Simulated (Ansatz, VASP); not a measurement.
## One calculation of CuAu, two programs

```xyz
2
Lattice="2.7929 0.0000 0.0000 0.0000 2.7929 0.0000 0.0000 0.0000 3.5324" Properties=species:S:1:pos:R:3 pbc="T T T"
Cu    1.3965    1.3965    1.7662
Au    0.0000    0.0000    0.0000
```

Alike in both runs: task single point; functional LDA; k mesh 24 × 24 × 18; occupations gaussian, width 0.15 eV; no spin polarisation.

|  | VASP | Ansatz |
| --- | --- | --- |
| version | VASP 6.6.1 | Ansatz 0.2.0 |
| potentials or method | VASP PAW LDA potentials, release 64 (Cu, Au) | scalar-relativistic, plane waves, PAW |
| plane-wave cutoff (eV) | 520 | 420 |
| valence electrons in the cell | 22 | 38 |

```tsv
	VASP	Ansatz	Ansatz less VASP
gap on the k mesh at the Fermi level (eV)	none	none	-
pressure (GPa)	0.6	0.0	-0.56
largest component of the traceless stress (GPa)	0.17	0.18	+0.001
```

A gap of «none» marks a metal or a gap that the smearing closes. The two sets of potentials don't hold the same shells in valence.

Spin-orbit coupling is left out, which matters for the levels of Au.
